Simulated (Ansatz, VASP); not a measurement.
# Two plane-wave programs on SnTe

File INCAR:

```
PREC = Accurate ; ENCUT = 520
EDIFF = 1E-7 ; ISMEAR = -1
SIGMA = 0.1 ; LREAL = False
LASPH = True ; NELM = 60
ALGO = Normal ; ISIF = 2
LWAVE = False ; LCHARG = False
GGA = PE ; NBANDS = 17
```

KPOINTS

```
regular mesh
0
Gamma
  6 6 6
```

Contents of POSCAR:

```
SnTe
1.0
    0.0000000000      3.1508500000      3.1508500000
    3.1508500000      0.0000000000      3.1508500000
    3.1508500000      3.1508500000      0.0000000000
Sn Te
1 1
Direct
    0.0000000000      0.0000000000      0.0000000000
    0.5000000000      0.5000000000      0.5000000000
```

Input for Ansatz:

```yaml
crystal:
  lattice:
    - [0.0, 3.15085, 3.15085]
    - [3.15085, 0.0, 3.15085]
    - [3.15085, 3.15085, 0.0]
  atoms:
    - { symbol: Sn, position: [0.0, 0.0, 0.0] }
    - { symbol: Te, position: [0.5, 0.5, 0.5] }
kpoints:
  mp_grid:
    grid: [6, 6, 6]
hamiltonian:
  xc: pbe
  pseudopotentials:
    kind: paw
scf:
  occupations:
    method: fermi_dirac
output:
  stress: true
```

Alike in both runs: task single point; functional PBE; k mesh 6 × 6 × 6; no spin polarisation.

|  | VASP | Ansatz |
| --- | --- | --- |
| version | VASP 6.6.1 | Ansatz 0.2.0 |
| potentials or method | VASP PAW PBE potentials, release 64 (Sn_d, Te) | plane waves, PAW |
| plane-wave cutoff (eV) | 520 | 420 |
| occupations | fermi-dirac, width 0.1 eV | fermi-dirac |
| valence electrons in the cell | 20 | 30 |

```csv
,VASP,Ansatz,Ansatz less VASP
pressure (GPa),2.3,2.3,+0.02
```

The two sets of potentials don't hold the same shells in valence.
